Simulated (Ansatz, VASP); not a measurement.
One calculation of Se, two programs

```
Se
1.0
    -1.43493    1.43493    1.43493
     1.43493   -1.43493    1.43493
     1.43493    1.43493   -1.43493
Se
1
Direct
  0.00000 0.00000 0.00000
```

Change from the starting cell: volume scaled by 0.58, LAPW.

Alike in both runs: task single point; functional PBE; k mesh 17 × 17 × 17; occupations fermi-dirac, width 0.08 eV; no spin polarisation.

|  | VASP | Ansatz |
| --- | --- | --- |
| version | VASP 6.6.1 | Ansatz 0.2.0 |
| potentials or method | VASP PAW PBE potentials, release 64 (Se), cutoff 520 eV | all-electron LAPW, scalar-relativistic |

Ansatz gave:

| Quantity | Value |
| --- | --- |
| pressure (GPa) | 132.0 |

Question: Estimate VASP's values.

Answer: Pressure (GPa): 133.4.

Ansatz ran all-electron here, so the differences hold the error of VASP's frozen core and of both bases.

Caveats: the cell as given lies far from equilibrium; so large a pressure means that the cell lies far from this level's equilibrium, or that cutoff or potentials fall short (VASP).
